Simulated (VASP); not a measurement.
# BN (F-43m) in VASP: further runs, part 2 of 4

VASP 6.6.1.

### Step 3. Band structure, HSE06

File POSCAR:

```
BN
1.0
    0.0000000000      1.8130010000      1.8130010000
    1.8130010000      0.0000000000      1.8130010000
    1.8130010000      1.8130010000      0.0000000000
N B
1 1
Direct
    0.2500000000      0.2500000000      0.2500000000
    0.0000000000      0.0000000000      0.0000000000
```

File INCAR.step1:

```
SYSTEM = BN
  PREC = Accurate
  ENCUT = 520
  EDIFF = 1E-5
  ISMEAR = -1
  SIGMA = 0.05
  LREAL = .FALSE.
  LASPH = .TRUE.
  NELM = 60
  ALGO = Normal
  ISIF = 2
  LWAVE = .TRUE.
  LCHARG = .FALSE.
  GGA = PE
```

File INCAR.step2:

```
SYSTEM = BN
  PREC = Accurate
  ENCUT = 520
  EDIFF = 1E-7
  ISMEAR = -1
  SIGMA = 0.05
  LREAL = .FALSE.
  LASPH = .TRUE.
  NELM = 60
  ALGO = Normal
  ISIF = 2
  LWAVE = .FALSE.
  LCHARG = .FALSE.
  GGA = PE
  LHFCALC = .TRUE.
  HFSCREEN = 0.2
  PRECFOCK = Fast
  ISTART = 1
```

File KPOINTS:

```
Automatic mesh
0
G
  7 7 7
  0 0 0
```

File KPOINTS_OPT:

```
path GXWKGLUWLK,UX
8
line-mode
reciprocal
 0.0000000000  0.0000000000  0.0000000000  G
 0.5000000000  0.0000000000  0.5000000000  X

 0.5000000000  0.0000000000  0.5000000000  X
 0.5000000000  0.2500000000  0.7500000000  W

 0.5000000000  0.2500000000  0.7500000000  W
 0.3750000000  0.3750000000  0.7500000000  K

 0.3750000000  0.3750000000  0.7500000000  K
 0.0000000000  0.0000000000  0.0000000000  G

 0.0000000000  0.0000000000  0.0000000000  G
 0.5000000000  0.5000000000  0.5000000000  L

 0.5000000000  0.5000000000  0.5000000000  L
 0.6250000000  0.2500000000  0.6250000000  U

 0.6250000000  0.2500000000  0.6250000000  U
 0.5000000000  0.2500000000  0.7500000000  W

 0.5000000000  0.2500000000  0.7500000000  W
 0.5000000000  0.5000000000  0.5000000000  L

 0.5000000000  0.5000000000  0.5000000000  L
 0.3750000000  0.3750000000  0.7500000000  K

 0.6250000000  0.2500000000  0.6250000000  U
 0.5000000000  0.0000000000  0.5000000000  X
```

Potentials or basis: VASP PAW PBE potentials, release 64 (N, B).

Launch:

```sh
> cat potpaw_PBE.64/N/POTCAR potpaw_PBE.64/B/POTCAR > POTCAR
> cp INCAR.step1 INCAR
> mpirun -np 1 vasp_std > vasp.out
> cp INCAR.step2 INCAR
> mpirun -np 1 vasp_std > vasp.out
```

OUTCAR:

```text
SYSTEM = BN
   PREC = Accurate
   ENCUT = 520
   EDIFF = 1E-7
   ISMEAR = -1
   LREAL = .FALSE.
   LASPH = .TRUE.
   NELM = 60
   ISIF = 2
   GGA = PE
   LHFCALC = .TRUE.
   HFSCREEN = 0.2
   PRECFOCK = Fast
   ISTART = 1

 ion  position               nearest neighbor table
   1  0.250  0.250  0.250-   2 1.57   2 1.57   2 1.57   2 1.57
   2  0.000  0.000  0.000-   1 1.57   1 1.57   1 1.57   1 1.57

  LATTYP: Found a face centered cubic cell.
 ALAT       =     3.6260020000

  Lattice vectors:

 A1 = (   0.0000000000,   1.8130010000,   1.8130010000)
 A2 = (   1.8130010000,   0.0000000000,   1.8130010000)
 A3 = (   1.8130010000,   1.8130010000,   0.0000000000)

Analysis of symmetry for initial positions (statically):
=====================================================================
 Subroutine PRICEL returns:
 Original cell was already a primitive cell.

 Routine SETGRP: Setting up the symmetry group for a
 face centered cubic supercell.

 Subroutine GETGRP returns: Found 24 space group operations
 (whereof 24 operations were pure point group operations)
 out of a pool of 48 trial point group operations.

The static configuration has the point symmetry T_d .

Analysis of symmetry for dynamics (positions and initial velocities):
=====================================================================
 Subroutine PRICEL returns:
 Original cell was already a primitive cell.

 Routine SETGRP: Setting up the symmetry group for a
 face centered cubic supercell.

 Subroutine GETGRP returns: Found 24 space group operations
 (whereof 24 operations were pure point group operations)
 out of a pool of 48 trial point group operations.

The dynamic configuration has the point symmetry T_d .

 Subroutine INISYM returns: Found 24 space group operations
 (whereof 24 operations are pure point group operations),
 and found     1 'primitive' translations

[... 118 lines left out ...]
   NKREDX  =     1    reduce k-point grid by
   NKREDY  =     1    reduce k-point grid by
   NKREDZ  =     1    reduce k-point grid by
   AEXX    =    0.2500 exact exchange contribution
   HFSCREEN=    0.2000 screening length (either q_TF or 0.3 A-1)
   HFSCREENC=   0.2000 screening length for correlation (either q_TF or 0.3 A-1)
   ENCUTFOCK=  -1.0 apply spherical cutoff to Coloumb kernel
   IVDW    =     0    specifies the selected vdW correction
   LEPSILON=     F    determine dielectric tensor
   LRPA    =     F    only Hartree local field effects (RPA)
 non-spin polarized calculation
  energy-cutoff  :      520.00
  volume of cell :       11.92
 maximum number of plane-waves:       331
  NGX = 12; NGY = 12; NGZ = 12

 number of electron       7.9999999 magnetization

 Free energy of the ion-electron system (eV)
  ---------------------------------------------------
  ext. energy  EPLUGINS =         0.00000000
  ---------------------------------------------------
  free energy    TOTEN  =       -20.35566455 eV

  energy without entropy =      -20.35566455  energy(sigma->0) =      -20.35566455

 E-fermi :   7.4616     XC(G=0): -10.4404

 val. band max:        6.4226356225   @ k =   0.0000   0.0000   0.0000
 cond. band min:      12.4777638668   @ k =   0.4286   0.4286   0.0000
 fundamental gap:      6.0551282443
 Fermi energy:         7.4616071820

 k-point     1 :       0.0000    0.0000    0.0000
  band No.  band energies     occupation
      1     -15.5789      2.00000
      2       6.4226      2.00000
      3       6.4226      2.00000
      4       6.4226      2.00000
      5      16.9516      0.00000
      6      16.9516      0.00000
      7      16.9516      0.00000
      8      18.4193      0.00000
[... 199 lines left out ...]
 k-point    20 :      -0.2857    0.4286    0.1429
  band No.  band energies     occupation
      1      -9.5043      2.00000
      2      -2.1963      2.00000
      3      -1.5840      2.00000
      4       0.9830      2.00000
      5      16.8315      0.00000
      6      21.4426      0.00000
      7      23.0836      0.00000
      8      24.3485      0.00000

------------------------ aborting loop because EDIFF is reached ----------------------------------------

  FORCE on cell =-STRESS in cart. coord.  units (eV):
  Direction    XX          YY          ZZ          XY          YZ          ZX
  --------------------------------------------------------------------------------------
  -------------------------------------------------------------------------------------
  Total       -0.6774286     -0.6774286     -0.6774286     -0.0000000     -0.0000000      0.0000000
  in kB      -91.0646788    -91.0646788    -91.0646788     -0.0000000     -0.0000000      0.0000000
  external PRESSURE =     -91.0646788 kB  Pullay stress =       0.0000000 kB

 VOLUME and BASIS-vectors are now :
 -----------------------------------------------------------------------------
  energy-cutoff  :      520.00
  volume of cell :       11.92
      direct lattice vectors                 reciprocal lattice vectors
     0.000000000  1.813001000  1.813001000    -0.275785838  0.275785838  0.275785838
     1.813001000  0.000000000  1.813001000     0.275785838 -0.275785838  0.275785838
     1.813001000  1.813001000  0.000000000     0.275785838  0.275785838 -0.275785838

 POSITION                                       TOTAL-FORCE (eV/Angst)
 -----------------------------------------------------------------------------------
      0.90650      0.90650      0.90650        -0.000000     -0.000000     -0.000000
      0.00000      0.00000      0.00000         0.000000      0.000000      0.000000
 -----------------------------------------------------------------------------------
    total drift:                                0.000001     -0.000001      0.000000

  FREE ENERGIE OF THE ION-ELECTRON SYSTEM (eV)
  ---------------------------------------------------
  free  energy   TOTEN  =       -20.3556645455 eV

  energy  without entropy=      -20.3556645455  energy(sigma->0) =      -20.35566455
```

OUTCAR.step1:

```text
SYSTEM = BN
   PREC = Accurate
   ENCUT = 520
   EDIFF = 1E-5
   ISMEAR = -1
   LREAL = .FALSE.
[... 435 lines left out ...]
      0.90650      0.90650      0.90650         0.000000      0.000000      0.000000
      0.00000      0.00000      0.00000        -0.000000     -0.000000     -0.000000
 -----------------------------------------------------------------------------------
    total drift:                                0.000000      0.000000      0.000000

  FREE ENERGIE OF THE ION-ELECTRON SYSTEM (eV)
  ---------------------------------------------------
  free  energy   TOTEN  =       -17.4500475656 eV

  energy  without entropy=      -17.4500475656  energy(sigma->0) =      -17.45004757
```

OSZICAR.step1:

```text
N       E                     dE             d eps       ncg     rms          rms(c)
DAV:   1     0.108199551929E+02    0.10820E+02   -0.54827E+03   320   0.101E+03
DAV:   2    -0.181938277664E+02   -0.29014E+02   -0.28586E+02   448   0.178E+02
DAV:   3    -0.184015392724E+02   -0.20771E+00   -0.20771E+00   384   0.193E+01
DAV:   4    -0.184016934519E+02   -0.15418E-03   -0.15418E-03   424   0.479E-01
DAV:   5    -0.184016935141E+02   -0.62268E-07   -0.62267E-07   352   0.665E-03    0.665E+00
DAV:   6    -0.175347809173E+02    0.86691E+00   -0.34450E+00   392   0.136E+01    0.326E+00
DAV:   7    -0.174640989338E+02    0.70682E-01   -0.91245E-02   400   0.297E+00    0.190E+00
DAV:   8    -0.174497555207E+02    0.14343E-01   -0.41157E-02   376   0.185E+00    0.189E-01
DAV:   9    -0.174499672218E+02   -0.21170E-03   -0.57242E-04   344   0.256E-01    0.752E-02
DAV:  10    -0.174500427864E+02   -0.75565E-04   -0.13903E-04   456   0.119E-01    0.154E-02
DAV:  11    -0.174500475656E+02   -0.47792E-05   -0.76753E-06   296   0.273E-02
   1 F= -.17450048E+02 E0= -.17450048E+02  d E =-.122502E-10
```

Wall time 4.2 min (1 thread of Intel Xeon Platinum 8488C (Sapphire Rapids), shared host); peak memory 0.23 GiB.

Results:

```
Free energy             : -20.3557 eV
Pressure                : -9.1 GPa
Band gap on the k mesh  : 6.06 eV, indirect (least direct gap 10.53 eV)
Band gap along the path : 5.78 eV, indirect (least direct gap 10.53 eV)
```

Levels at the corners of the path, in eV from the valence-band top:
```tsv
point	band 1	band 2	band 3	band 4	band 5	band 6	band 7	band 8
Γ	-22.00	0.00	0.00	0.00	10.53	10.53	10.53	12.00
X	-16.05	-9.71	-5.27	-5.27	5.78	10.70	20.33	20.33
X	-16.05	-9.71	-5.27	-5.27	5.78	10.70	20.33	20.33
W	-15.74	-8.30	-7.47	-6.92	11.21	15.28	16.25	16.72
W	-15.74	-8.30	-7.47	-6.92	11.21	15.28	16.25	16.72
K	-15.98	-8.86	-8.19	-4.38	8.35	14.65	18.05	18.92
K	-15.98	-8.86	-8.19	-4.38	8.35	14.65	18.05	18.93
Γ	-22.00	0.00	0.00	0.00	10.53	10.53	10.53	12.00
Γ	-22.00	0.00	0.00	0.00	10.53	10.53	10.53	12.00
L	-17.52	-11.55	-2.09	-2.09	11.74	12.48	12.48	17.30
L	-17.52	-11.55	-2.09	-2.09	11.74	12.48	12.48	17.30
U	-15.98	-8.86	-8.19	-4.38	8.35	14.65	18.05	18.92
U	-15.98	-8.86	-8.19	-4.38	8.35	14.65	18.05	18.92
W	-15.74	-8.30	-7.47	-6.92	11.21	15.28	16.25	16.72
W	-15.74	-8.30	-7.47	-6.92	11.21	15.28	16.25	16.72
L	-17.52	-11.55	-2.09	-2.09	11.74	12.48	12.48	17.30
L	-17.52	-11.55	-2.09	-2.09	11.74	12.48	12.48	17.30
K	-15.98	-8.86	-8.19	-4.38	8.35	14.65	18.05	18.92
U	-15.98	-8.86	-8.19	-4.38	8.35	14.65	18.05	18.92
X	-16.05	-9.71	-5.27	-5.27	5.78	10.70	20.33	20.33
```

Caveat: the k mesh is coarse (spacing up to 0.43 Å⁻¹), so the values aren't converged, least of all with exact exchange; the PAW data sets were made with another functional, which shifts forces and pressure a little; the mesh misses the band edges, which the band path finds closer together.

(Continued in part 3 of 4.)
